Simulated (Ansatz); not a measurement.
# Fe (bcc type): the cost of one run

Program: Ansatz 0.2.0. Level of theory: DFT, PBE, all-electron LAPW, scalar-relativistic. These are calculated values, not measurements.

## 1. The system as given

Symmetry: Im-3m, No. 229, cubic system. The conventional cell has a = 2.628 Å, b = 2.628 Å, c = 2.628 Å, α = 90.00°, β = 90.00°, γ = 90.00°. Fe (site symmetry m-3m) is surrounded by 8 Fe at 2.28 Å.

Coordinates:

```
CELL_PARAMETERS angstrom
-1.31382 1.31382 1.31382
1.31382 -1.31382 1.31382
1.31382 1.31382 -1.31382
ATOMIC_POSITIONS crystal
Fe 0.00000 0.00000 0.00000
```

## 2. Bcc relaxed under pressure, LAPW

input.yaml

```yaml
crystal:
  lattice:
    - [-1.3138155145, 1.3138155145, 1.3138155145]
    - [1.3138155145, -1.3138155145, 1.3138155145]
    - [1.3138155145, 1.3138155145, -1.3138155145]
  atoms:
    - { symbol: Fe, position: [0.0, 0.0, 0.0], spin: 2.5 }
magnetization:
  spin_polarized: true
kpoints:
  mp_grid: { grid: [20, 20, 20] }
scf:
  occupations: { method: fermi_dirac, width: 0.08 }
hamiltonian:
  xc: pbe
  pseudopotentials: { kind: all_electron, lapw: { basis_error: 0.0005 } }
output:
  forces: true
  stress: true
  eigenvalues: true
relax:
  f_tol: 0.005
  max_steps: 12
  cell: { p_target: 74.0, stress_tol: 0.037 }
```

The run is started by

```sh
$ ansatz run input.yaml --threads 2 --pin off --max-ram 7168MiB --backend cpu --events-out ev --progress --plain --runs-dir out
```

What time and memory should one allow on 2 threads of Arm Neoverse V1, shared host?

About 65 s, with a peak of 0.62 GiB.
